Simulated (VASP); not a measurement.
Here is a VASP 6.6.1 calculation.

INCAR

```
SYSTEM = Si
PREC     = Accurate       ! precision mode
ENCUT    = 600            ! plane-wave cutoff, eV
EDIFF    = 1E-6           ! SCF threshold, eV
ISMEAR   = 0              ! smearing method
SIGMA    = 0.02           ! smearing width, eV
LREAL    = .FALSE.        ! projectors in reciprocal space
LASPH    = .TRUE.         ! aspherical terms in the spheres
NELM     = 100            ! most SCF steps
ALGO     = Normal         ! electronic algorithm
ISIF     = 3              ! what is computed and relaxed
LWAVE    = .FALSE.        ! write WAVECAR
LCHARG   = .FALSE.        ! write CHGCAR
GGA      = PS             ! functional
IBRION   = 2              ! ionic algorithm
NSW      = 100            ! ionic steps
EDIFFG   = -0.005         ! ionic threshold
```

The input KPOINTS:

```
regular mesh
0
G
  8 8 8
  0 0 0
```

The input POSCAR:

```
Si
1.0
    0.0000000000      2.7218511900      2.7218511900
    2.7218511900      0.0000000000      2.7218511900
    2.7218511900      2.7218511900      0.0000000000
Si
2
Direct
    0.7500000000      0.7500000000      0.7500000000
    0.5000000000      0.5000000000      0.5000000000
```

Potentials or basis: VASP PAW PBE potentials, release 64 (Si).

Run with:

```bash
$ cat potpaw_PBE.64/Si/POTCAR > POTCAR
$ mpirun -np 1 vasp_std > vasp.out
```

(1) What does it give for the space group after relaxing (to 0.05 Å)?

(2) Predict the relaxed cell.

(3) Predict the band gap on the k mesh.

Answers

(1) Fd-3m (No. 227).

(2) a = 3.844 Å, b = 3.844 Å, c = 3.844 Å, α = 60.00°, β = 60.00°, γ = 60.00°.

(3) 0.51 eV, indirect (least direct gap 2.52 eV).
